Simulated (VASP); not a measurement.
The system is TaAs.

```xyz
2
Lattice="0.0000 2.5745 2.5745 2.5745 0.0000 2.5745 2.5745 2.5745 0.0000" Properties=species:S:1:pos:R:3 pbc="T T T"
Ta    0.0000    0.0000    0.0000
As    2.5745    2.5745    2.5745
```

The cell was built by a generator and needn't be a form met in nature.

Base run:

| Quantity | Value |
| --- | --- |
| Program | VASP 6.6.1 |
| Functional | PBE |
| Potentials or basis | VASP PAW PBE potentials, release 64 (Ta_pv, As) |
| Cutoff | 520 eV |
| k mesh | 6 × 6 × 6, shifted |
| Occupations | fermi-dirac, width 0.0716 eV |
| Spin | no spin polarisation |

Its results: band gap on the k mesh none (metal or under the smearing width); pressure 12.8 GPa.

Task: The run is repeated on the same cell with these changes: k mesh from 6 × 6 × 6, shifted to 6 × 6 × 6. What comes out?

Result: Band gap on the k mesh none (metal or under the smearing width); pressure 13.5 GPa.
